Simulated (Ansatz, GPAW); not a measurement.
**BAs: 3 runs at one level of theory**

```
As B
1.0
     0.00000    2.38850    2.38850
     2.38850    0.00000    2.38850
     2.38850    2.38850    0.00000
As B
1 1
Direct
  0.75000 0.75000 0.75000
  0.00000 0.00000 0.00000
```

Alike in all runs: task single point; functional PBE; k mesh 10 × 10 × 10; occupations gaussian, width 0.017 eV; no spin polarisation; no spin-orbit coupling. Pressure is positive in compression and, in plane waves, holds the error of the finite cutoff, which Ansatz's Pulay term estimates and takes out.

```csv
program and potentials,plane-wave cutoff (eV),notes,band gap (eV),pressure (GPa)
"Ansatz, Ansatz PAW",420,9 valence electrons an atom on average; Pulay term of +0.10 GPa included,1.18,2.77
"GPAW, GPAW PAW data sets (gpaw-data 1.2.1)",800,4 valence electrons an atom on average,1.18,3.28
"Ansatz, all-electron LAPW, scalar-relativistic",-,-,1.19,2.73
```

The band gap spans 1.18 (GPAW, GPAW PAW data sets (gpaw-data 1.2.1)) to 1.19 eV (Ansatz, all-electron LAPW, scalar-relativistic), with all-electron results at 1.19. The pressure spans 2.73 (Ansatz, all-electron LAPW, scalar-relativistic) to 3.28 GPa (GPAW, GPAW PAW data sets (gpaw-data 1.2.1)), with all-electron results at 2.73. Spin-orbit coupling, left out here, moves the band edges of heavy atoms. The gap is indirect and read on the mesh alone.

Differences between rows come from potentials, basis sets and numerical settings, since the functional is the same but for its coding. Runs on potential files found faulty are left out.
